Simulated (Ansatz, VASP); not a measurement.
**One calculation of AlN, two programs**

```
Al N
1.0
     3.09807    0.00000    0.00000
    -1.54903    2.68301    0.00000
     0.00000    0.00000    4.96128
Al N
2 2
Direct
  0.33333 0.66667 0.99909
  0.66667 0.33333 0.49909
  0.33333 0.66667 0.38091
  0.66667 0.33333 0.88091
```

Alike in both runs: task single point; functional LDA; k mesh 8 × 8 × 4; no spin polarisation.

|  | VASP | Ansatz |
| --- | --- | --- |
| version | VASP 6.6.1 | Ansatz 0.2.0 |
| potentials or method | VASP PAW LDA potentials, release 64 (Al, N), cutoff 520 eV | all-electron LAPW, scalar-relativistic |
| occupations | gaussian, width 0.01 eV | fixed |

|  | VASP | Ansatz | Ansatz less VASP |
| --- | --- | --- | --- |
| gap on the k mesh at the Fermi level (eV) | 4.34 | 4.33 | -0.006 |
| pressure (GPa) | -1.4 | -2.0 | -0.56 |

Ansatz ran all-electron here, so the differences hold the error of VASP's frozen core and of both bases.
